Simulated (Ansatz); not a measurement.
Crystal: GaP.

```
Ga P
1.0
     0.00000    2.72525    2.72525
     2.72525    0.00000    2.72525
     2.72525    2.72525    0.00000
Ga P
1 1
Direct
  0.00000 0.00000 0.00000
  0.75000 0.75000 0.75000
```

Base run:

* Program: Ansatz 0.2.0
* Functional: PBEsol
* Potentials or basis: all-electron LAPW, non-relativistic
* Cutoff: 278 eV (chosen from the basis error)
* Basis error allowed: 0.001 eV/atom
* k mesh: 8 × 8 × 8
* Occupations: fermi-dirac, width 0.05 eV
* Spin: no spin polarisation

Its results: band gap on the k mesh 1.51 eV, indirect (least direct gap 2.06 eV); pressure 0.2 GPa.

Q: The run is repeated on the same cell with these changes: potentials or basis from all-electron LAPW, non-relativistic to all-electron LAPW, scalar-relativistic. What comes out?

A: Band gap on the k mesh 1.52 eV, indirect (least direct gap 1.75 eV); pressure -0.6 GPa.

Caveats: relativity is left out, which matters for the heavier elements (some runs).
